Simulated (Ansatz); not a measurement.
Runs of Ansatz 0.2.0 on ZnS. It takes space group F-43m (No. 216, cubic). The conventional cell has a = 5.404 Å, b = 5.404 Å, c = 5.404 Å, α = 90.00°, β = 90.00°, γ = 90.00°. Around Zn (site symmetry -43m) lie 4 S at 2.34 Å. S (site symmetry -43m) is surrounded by 4 Zn at 2.34 Å. 

```csv
task,level,cell,cutoff (eV),points for each segment of the path,gap on the mesh (eV),pressure (GPa),relaxed volume (Å³/atom)
relaxation of cell and atoms,HSE06,relaxed,420,-,3.28,0.0,19.98
relaxation of cell and atoms,B3LYP,relaxed,420,-,3.36,0.0,(c)
relaxation of cell and atoms,HSEsol,relaxed,420,-,3.30,0.0,19.31
relaxation of cell and atoms,HSE03,relaxed,420,-,(a),0.0,20.02
band structure,PBEsol0,as given,420,4,3.88,-1.8,-
band structure,HF,as given,420,4,(d),8.6,-
relaxation of cell and atoms,PBEsol0,relaxed,420,-,3.99,0.0,19.28
band structure,r2SCAN50,as given,500,4,(b),-0.3,-
```

Alike in all rows: potentials or basis Ansatz PAW; no spin polarisation; k mesh 5 × 5 × 5; smearing fermi-dirac 0.05 eV.

Fill in the values left out.

(a) 3.07; (b) 6.07; (c) 20.76; (d) 10.25.

Caveats: the PAW data sets come from PBE, with cores solved anew for the run's functional, which leaves a small shift of forces and pressure; odd divisions of the mesh miss points on the zone boundary, where band edges often lie, so the gap on the mesh can be too wide (some runs); the plane-wave basis is chosen anew once the cell has moved, so the energies of steps on either side of that aren't comparable (some runs); the thresholds are loose for stress (some runs).

